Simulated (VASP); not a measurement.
Method: PBE GGA, VASP's PBE PAW potentials (set 64) (plane waves; VASP).

Input for VASP

File KPOINTS:
```
Automatic mesh
0
Gamma
  6 6 4
0.5 0.5 0.5
```

File POSCAR:
```
BeO
2.7209530
  1.0000000000   0.0000000000   0.0000000000
 -0.5000001838   0.8660256168   0.0000000000
  0.0000000000   0.0000000000   1.6241893925
Be O
2 2
Cartesian
 -0.0000006225   0.5773506998   0.0002598703
  0.5000004387   0.2886749169   0.8123545665
 -0.0000006225   0.5773506998   0.6128716254
  0.5000004387   0.2886749169   1.4249663216
```

**INCAR**
```
LWAVE = .False.
LCHARG = .False.
ISIF = 2   ! forces and stress, cell fixed
SYSTEM = BeO
SIGMA = 0.01
ENCUT = 400   ! plane-wave cut-off (eV)
ALGO = Normal   ! blocked Davidson
LASPH = .True.
PREC = Accurate
NELM = 100   ! most electronic steps
LREAL = .False.   ! projection in real space or not
EDIFF = 1E-6
GGA = PE   ! PBE
ISMEAR = 0   ! Gaussian
```

POTCAR, in this order: Be O (PBE.64 set). Program: vasp_std.

What VASP printed:

File OSZICAR:
```
       N       E                     dE             d eps       ncg     rms          rms(c)
DAV:   1     0.458726823542E+02    0.45873E+02   -0.77317E+03   584   0.104E+03
DAV:   2    -0.283628718214E+02   -0.74236E+02   -0.69775E+02   740   0.247E+02
DAV:   3    -0.306006433197E+02   -0.22378E+01   -0.22302E+01   768   0.467E+01
DAV:   4    -0.306162410758E+02   -0.15598E-01   -0.15593E-01   692   0.438E+00
DAV:   5    -0.306164444054E+02   -0.20333E-03   -0.20330E-03   764   0.432E-01    0.887E+00
DAV:   6    -0.285211983010E+02    0.20952E+01   -0.71204E+00   668   0.236E+01    0.293E+00
DAV:   7    -0.285064119435E+02    0.14786E-01   -0.13852E-01   724   0.371E+00    0.186E+00
DAV:   8    -0.285143495491E+02   -0.79376E-02   -0.39035E-02   592   0.279E+00    0.259E-01
DAV:   9    -0.285133713320E+02    0.97822E-03   -0.28832E-03   768   0.527E-01    0.685E-02
DAV:  10    -0.285136972540E+02   -0.32592E-03   -0.73365E-04   644   0.230E-01    0.467E-02
DAV:  11    -0.285136655864E+02    0.31668E-04   -0.14991E-04   752   0.113E-01    0.372E-03
DAV:  12    -0.285136656392E+02   -0.52798E-07   -0.37562E-06   676   0.210E-02
   1 F= -.28513666E+02 E0= -.28513666E+02  d E =-.221712E-13
```

**OUTCAR**
```
------------------------ aborting loop because EDIFF is reached ----------------------------------------
  FORCE on cell =-STRESS in cart. coord.  units (eV):
  Direction    XX          YY          ZZ          XY          YZ          ZX
  --------------------------------------------------------------------------------------
  Total       -1.4443638     -1.4443645     -1.4114666      0.0000003      0.0000000     -0.0000000
  in kB      -81.6688899    -81.6689301    -79.8087777      0.0000173      0.0000000     -0.0000000
  external PRESSURE =     -81.0488659 kB  Pullay stress =       0.0000000 kB
  volume of cell :       28.34
      direct lattice vectors                 reciprocal lattice vectors
     2.720953000  0.000000000  0.000000000     0.367518292  0.212186811  0.000000000
    -1.360477000  2.356415000  0.000000000     0.000000000  0.424373466  0.000000000
     0.000000000  0.000000000  4.419343000     0.000000000  0.000000000  0.226277978
 POSITION                                       TOTAL-FORCE (eV/Angst)
 -----------------------------------------------------------------------------------
     -0.00000      1.57094      0.00071         0.000000      0.000000     -0.024909
      1.36048      0.78547      2.21038         0.000000     -0.000000     -0.024909
     -0.00000      1.57094      1.66759         0.000000      0.000000      0.024909
      1.36048      0.78547      3.87727        -0.000000     -0.000000      0.024909
 -----------------------------------------------------------------------------------
    total drift:                               -0.001387      0.000801     -0.002012
  FREE ENERGIE OF THE ION-ELECTRON SYSTEM (eV)
  ---------------------------------------------------
  free  energy   TOTEN  =       -28.5136656392 eV

  energy  without entropy=      -28.5136656392  energy(sigma->0) =      -28.51366564
```
(Selected blocks of OUTCAR.)

At this cut-off the stress carries a Pulay error, which pulls relaxed volumes low.

The structure comes from a computed database's BeO entry; how it stands against other phases isn't given here. The cell was not relaxed at this level. The k-mesh is coarse (spacing up to 0.44 per Å, 2π included), so the numbers may not be converged in it. The run is one of a series of settings (KPOINTS 6×6×4 Γ-centred mesh shifted by (0.5, 0.5, 0.5) against the base run), some of them coarse on purpose.
